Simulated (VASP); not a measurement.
Al: single point with PBE

Crystal: Al.

```xyz
8
Lattice="5.1336 0.0000 0.0000 0.0000 5.1336 0.0000 0.0000 0.0000 5.1336" Properties=species:S:1:pos:R:3 pbc="T T T"
Al    2.5668    2.5668    2.5668
Al    0.0000    0.0000    0.0000
Al    1.2834    5.1336    2.5668
Al    2.5668    1.2834    0.0000
Al    2.5668    3.8502    0.0000
Al    3.8502    0.0000    2.5668
Al    0.0000    2.5668    3.8502
Al    0.0000    2.5668    1.2834
```

The cell was built by a generator and needn't be a form met in nature.

The cell isn't the ideal one: beta-tungsten (A15) type (Pm-3n, No. 223); cell x1.

- Program: VASP 6.6.1
- Task: single point
- Functional: PBE
- Potentials or basis: VASP PAW PBE potentials, release 64 (Al)
- Cutoff: 520 eV
- k mesh: 6 × 6 × 6
- Occupations: gaussian, width 0.1 eV
- Spin: no spin polarisation
- Dipole correction: no
- Further INCAR settings: ALGO = Fast; EDIFF = 1e-06; NBANDS = 22

* Pressure: 0.1 GPa
* Band gap on the k mesh: none (metal or under the smearing width)

Levels at points of the mesh, in eV from the Fermi level:
| k point | band 9 | band 10 | band 11 | band 12 | band 13 | band 14 | band 15 | band 16 |
| --- | --- | --- | --- | --- | --- | --- | --- | --- |
| (0.00, 0.00, 0.00) | -1.09 | -0.66 | -0.66 | -0.66 | 0.27 | 0.27 | 0.27 | 0.63 |
| (0.50, 0.00, 0.00) | -3.83 | -3.83 | 0.39 | 0.39 | 1.03 | 1.03 | 1.59 | 1.59 |
| (0.50, 0.50, 0.00) | -2.70 | -2.70 | -2.48 | -2.00 | 2.22 | 2.36 | 2.46 | 2.46 |
| (0.50, 0.50, 0.50) | 3.17 | 3.17 | 3.17 | 3.17 | 3.17 | 3.17 | 3.23 | 3.23 |

It took 31 s on 1 thread of Intel(R) Xeon(R) Platinum 8488C (Sapphire Rapids), on a shared host, peak memory 0.24 GiB.
